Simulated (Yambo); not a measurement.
# PbS (Galena) (Fm-3m) in Yambo: a series of runs, part 2 of 2

Yambo 5.3.0.

## (3) Optical spectrum by the Bethe-Salpeter equation, PBEsol

File bse9.in:

```
optics
bse
bss
rim_cut
em1s
RandQpts= 1000000
RandGvec= 50 RL
Chimod= "HARTREE"
% BndsRnXs
 1 | 50 |
%
NGsBlkXs= 3 Ry
% LongDrXs
 1 | 1 | 1 |
%
BSKmod= "SEX"
BSEmod= "resonant"
BSSmod= "d"
% BSEQptR
 1 | 1 |
%
% BSEBands
 9 | 12 |
%
BSENGexx= 30 Ry
BSENGBlk= 3 Ry
% BEnRange
 0 | 20 | eV
%
% BDmRange
 0.05 | 0.05 | eV
%
BEnSteps= 200
% BLongDir
 1 | 1 | 1 |
%
BSEprop= "abs"
WRbsWF
% KfnQP_E
 0.06 | 1.0 | 1.0 |
%
```

File scf.in:

```
&CONTROL
  calculation = 'scf'
  prefix = 'pwscf'
  outdir = './tmp'
  pseudo_dir = './pseudo'
/
&SYSTEM
  ibrav = 0
  nat = 2
  ntyp = 2
  ecutwfc = 56
  nbnd = 16
  occupations = 'smearing'
  smearing = 'fd'
  degauss = 0.00367493
  force_symmorphic = .true.
/
&ELECTRONS
  conv_thr = 4d-10
  electron_maxstep = 120
  mixing_beta = 0.5
/
ATOMIC_SPECIES
Pb   207.2000 Pb.upf
S     32.0600 S.upf
CELL_PARAMETERS angstrom
   0.0000000000    2.9657500000    2.9657500000
   2.9657500000    0.0000000000    2.9657500000
   2.9657500000    2.9657500000    0.0000000000
ATOMIC_POSITIONS crystal
Pb     0.0000000000    0.0000000000    0.0000000000
S      0.5000000000    0.5000000000    0.5000000000
K_POINTS automatic
8 8 8 0 0 0
```

File nscf.in:

```
&CONTROL
  calculation = 'nscf'
  prefix = 'pwscf'
  outdir = './tmp'
  pseudo_dir = './pseudo'
/
&SYSTEM
  ibrav = 0
  nat = 2
  ntyp = 2
  ecutwfc = 56
  nbnd = 60
  occupations = 'fixed'
  force_symmorphic = .true.
/
&ELECTRONS
  conv_thr = 1d-08
  diago_full_acc = .true.
  diago_thr_init = 1d-06
/
ATOMIC_SPECIES
Pb   207.2000 Pb.upf
S     32.0600 S.upf
CELL_PARAMETERS angstrom
   0.0000000000    2.9657500000    2.9657500000
   2.9657500000    0.0000000000    2.9657500000
   2.9657500000    2.9657500000    0.0000000000
ATOMIC_POSITIONS crystal
Pb     0.0000000000    0.0000000000    0.0000000000
S      0.5000000000    0.5000000000    0.5000000000
K_POINTS automatic
6 6 6 0 0 0
```

Potentials or basis: PseudoDojo 0.4.1 SR PBEsol standard.

Launch:

```console
$ OMP_NUM_THREADS=1 pw.x -in scf.in > scf.out
$ OMP_NUM_THREADS=1 pw.x -in nscf.in > nscf.out
$ cd tmp/pwscf.save; p2y; mv SAVE ../..; cd ../..
$ OMP_NUM_THREADS=1 yambo
$ mkdir -p bse9; ln -s $PWD/bse1/ndb.em1s* bse9/
$ mkdir -p bse9; ln -s $PWD/g0w00/ndb.RIM bse9/
$ OMP_NUM_THREADS=1 yambo -F bse9.in -J bse9 -C bse9_out
$ OMP_NUM_THREADS=1 ypp -J bse9 -C bse9_out -e s -b 1
```

Yambo's report:

```text
[... sections 02.01 to 02.04 as in the set-up run ...]

  [02.05] Energies & Occupations
  ==============================

  [X] === General ===
  [X] Electronic Temperature                        :  0.000000  0.000000 [eV K]
  [X] Bosonic    Temperature                        :  0.000000  0.000000 [eV K]
  [X] Finite Temperature mode                       : no
  [X] El. density                                   :  0.38335E+24 [cm-3]
  [X] Fermi Level                                   :  8.569223 [eV]

  [X] === Gaps and Widths ===
  [X] Conduction Band Min                           :  0.260918 [eV]
  [X] Valence Band Max                              :  0.000000 [eV]
  [X] Filled Bands                                  :  10
  [X] Empty Bands                                   :   11   60
  [X] Direct Gap                                    :  0.260918 [eV]
  [X] Direct Gap localized at k                     :   4
  [X] Indirect Gap                                  :  0.260918 [eV]
  [X] Indirect Gap between kpts                     :   4   4
  [X] Last valence band width                       :  3.455116 [eV]
  [X] 1st conduction band width                     :  4.901560 [eV]

 [03] Transferred momenta grid and indexing
 ==========================================

 IBZ Q-points                                      :  16
 BZ  Q-points                                      :  216

 K/Q-points units:
 rlu = crystal or reduced units; cc = cartesian coordinates; iku = interal k-units

 Q [ 1]         [rlu]:  0.000000  0.000000  0.000000
 Q [ 2]         [rlu]: -0.37512E-17 -0.37512E-17  0.16667
 Q [ 3]         [rlu]: -0.75025E-17 -0.75025E-17  0.33333
 Q [ 4]         [rlu]: -0.86205E-17 -0.86205E-17 -0.50000
[... 236 lines left out ...]

    [BSE] WF phases found       :  66.01562 [o/o]

   [08.01.06] BSE solver(s) @q1
   ============================

   [08.01.07] Diago Solver @q1
   ===========================

   [WR./bse9//ndb.BS_diago_Q1]-----------------------------------------------------
    BS kernel          energies                      : Perdew, Burke & Ernzerhof SOL(X)+Perdew, Burke & Ernzerhof SOL(C)+ user defined corrections @E
    [K] Identifier                                   :   3164
    [K] Dimension                                    :   864
    [K] Bands                                        :   9  12
    [K] Exchange                                     : yes [res]
    [K] Correlation                                  : yes [res]
    [K] Kernel`s coupling                            : no
    [K] Exchange                                     : no [cpl]
    [K] Correlation                                  : no [cpl]
    [K] W interaction is bare                        : no
    [K] ALDA kernel in R-space                       : no
    [K] RL vectors                                   :   965 [exchange]
    [K] RL vectors                                   :   51 [correlation]
    [K] E/h energy range                             : -1.000000 -1.000000 [eV]
    [K] Coupling range                               :  100.0000  100.0000 [o/o]
    [W] Interaction is diagonal                      : no
    [W] Matrix size                                  :   51
    [W] Bands                                        :    1   50
    [W] e/h energy range                             : -1.000000 -1.000000 [eV]
    [W] Poles                                        :  100.0000 [o/o]
    [W] RL vectors in the sum                        :   3287
    [W] [r,Vnl] included                             : yes
    [W] Field direction                              :  0.577350E-5  0.577350E-5  0.577350E-5
    [W] Coulomb Cutoff                               : none
    [W] Hxc Kernel                                   : HARTREE
    [RIM] RL components                              :   51 [col]
    [RIM] Random points                              :  1000000 [col]
    [SOC] Perturbative SOC                           : no
    [K] Kernel long-range exchange                   : BAR
    [BSS] Eigenstates included                       : yes
    [BSS] Field direction                            :  0.577350E-5  0.577350E-5  0.577350E-5
    [BSS] Eigenstates computed                       :   864
    [BSS] Number of BSE matrices                     :  1

   [WARNING] [EPS_extend] Possible inaccuracy in the EPS prolungation
```

o-bse9.exc_qpt1_E_sorted:

```text
# [K] Identifier                                  :   3164
# [K] Dimension                                   :   864
# [K] Bands                                       :   9  12
# [K] Exchange                                    : yes [res]
# [K] Correlation                                 : yes [res]
# [K] Kernel`s coupling                           : no
# [K] Exchange                                    : no [cpl]
# [K] Correlation                                 : no [cpl]
[... 28 lines left out ...]
#
    0.299854794        0.998277860E-8      1.00000000
    0.303286275        0.972198519         2.00000000
    0.303297057        0.970287039         3.00000000
    0.303299131        0.948107719         4.00000000
     1.86954895        0.303241428E-1      5.00000000
     1.86993108        0.601232975E-1      6.00000000
[... 35 lines left out ...]
     2.19774801        0.789120256E-4      42.0000000
     2.19779951        0.755326523E-4      43.0000000
[... 823 further lines ...]
```

What came out:

```yaml
Band_gap_on_the_k_mesh_mean-field_level: 0.26 eV, direct
Exciton_binding_energy: 0.02 eV
Lowest_exciton_energy: 0.30 eV
Lowest_bright_exciton_energy: 0.30 eV
```

Dielectric function (along the field direction of the input):
```csv
energy (eV),real part,imaginary part
0.30,12.75,124.24
0.90,0.80,1.18
1.61,17.59,2.51
2.31,12.64,3.99
3.02,-44.67,41.28
3.62,-18.46,4.23
4.32,-8.48,7.15
5.03,-7.02,2.35
5.73,-6.95,0.50
6.33,-4.95,1.26
7.04,-4.81,0.58
7.74,-4.42,0.31
8.44,-3.86,0.11
9.05,-3.12,0.04
9.75,-2.62,0.03
10.45,-2.25,0.02
11.16,-1.95,0.02
11.76,-1.74,0.02
12.46,-1.54,0.01
13.17,-1.36,0.01
13.87,-1.21,0.01
14.47,-1.09,0.01
15.18,-0.97,0.01
15.88,-0.86,0.01
16.58,-0.77,0.01
17.19,-0.69,0.01
17.89,-0.61,0.01
18.59,-0.54,0.00
19.30,-0.48,0.00
20.00,-0.42,0.00
```

Lowest exciton energies (eV): 0.30, 0.30, 0.30, 0.30, 1.87, 1.87, 1.87, 1.87

Excitons:
| energy (eV) | strength (relative to the strongest) |
| --- | --- |
| 0.300 | 1e-08 |
| 0.303 | 0.97 |
| 0.303 | 0.97 |
| 0.303 | 0.95 |
| 1.870 | 0.03 |
| 1.870 | 0.06 |
| 1.871 | 0.11 |
| 1.873 | 0.23 |
| 1.873 | 0.26 |
| 1.874 | 0.26 |
| 1.875 | 1.8e-08 |
| 1.875 | 3.5e-08 |

Caveat: the scissor is the correction of the direct gap in an earlier G0W0 run on the same states; exciton energies and binding change strongly with the k mesh and aren't converged on this one; the real part holds the resonant terms alone and isn't the full dielectric function; spectra need much finer meshes, so this one isn't converged; spin-orbit coupling is left out, which as a rule narrows the gap of such compounds by several tenths of an eV. A k mesh can miss the band edges.
